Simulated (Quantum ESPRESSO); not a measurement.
Crystal: ZrC.

```
CELL_PARAMETERS angstrom
0.00000 2.36500 2.36500
2.36500 0.00000 2.36500
2.36500 2.36500 0.00000
ATOMIC_POSITIONS crystal
Zr 0.50000 0.50000 0.50000
C 0.00000 0.00000 0.00000
```

```yaml
Program: Quantum ESPRESSO 7.5
Task: phonons
Functional: LDA
Potentials_or_basis: JTH 2.0 LDA
Cutoff: 490 eV
Density_cutoff: 2939 eV
k_mesh: 10 × 10 × 10
Occupations: gaussian, width 0.2 eV
Spin: no spin polarisation
Form_of_the_LDA_correlation: PW92
Mixing_beta: 0.5
Most_SCF_iterations: 120
SCF_threshold: 4e-10 Ry
```

Q: What is the highest optical frequency at the zone centre?

A: 453 cm⁻¹, a mode of symmetry T1u (IR).

Optical modes at Γ, degenerate ones joined:
| cm⁻¹ | components | symmetry | active in |
| --- | --- | --- | --- |
| 453 | 3 | T1u | IR |
